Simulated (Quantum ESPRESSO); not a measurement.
## Fitting the r2SCAN energy curve of InAs

Symmetry: F-43m, No. 216, cubic system. The conventional cell has a = 6.036 Å, b = 6.036 Å, c = 6.036 Å, α = 90.00°, β = 90.00°, γ = 90.00°. In (site symmetry -43m) is surrounded by 4 As at 2.61 Å. As (site symmetry -43m) has 4 In at 2.61 Å as nearest neighbours.

The cell was scaled at fixed shape and fractions and run with Quantum ESPRESSO, SG15 PBE 1.2, cutoff 952 eV; r2SCAN, k mesh 6 × 6 × 6 on the cell of 2 atoms, fermi-dirac occupations of 0.05 eV, no spin polarisation, no spin-orbit coupling. The potentials were made for PBE. Energies are those that the program minimises, any entropy of the smearing included.

| V (Å³/atom) | energy over the lowest row (meV/atom) |
| --- | --- |
| 25.8396 | 46.38 |
| 26.3894 | 27.37 |
| 26.9391 | 13.69 |
| 27.4889 | ? |
| 28.0387 | 0.44 |
| 28.5885 | 0.00 |
| 29.1383 | 3.13 |

Fit the third-order Birch-Murnaghan form, give V0, B0 and B′, and predict the energy left open.

With y = (V0/V)^(2/3), E = E0 + (9 V0 B0/16) [(y - 1)³ B′ + (y - 1)² (6 - 4y)]. Least squares through the rows shown give V0 = 28.3782 Å³/atom, E0 = -0.28 meV, B0 = 56.21 GPa (1 eV/Å³ = 160.218 GPa) and B′ = 4.08, with a largest miss of 0.01 meV. At V = 27.4889 the form with these constants gives 4.88 meV; the run gave 4.85 meV an atom. Measured volume: 27.8 Å³/atom at 298.15 K (a printed reference work), so the fit lies +2.1 % from it. The runs are for a static lattice.
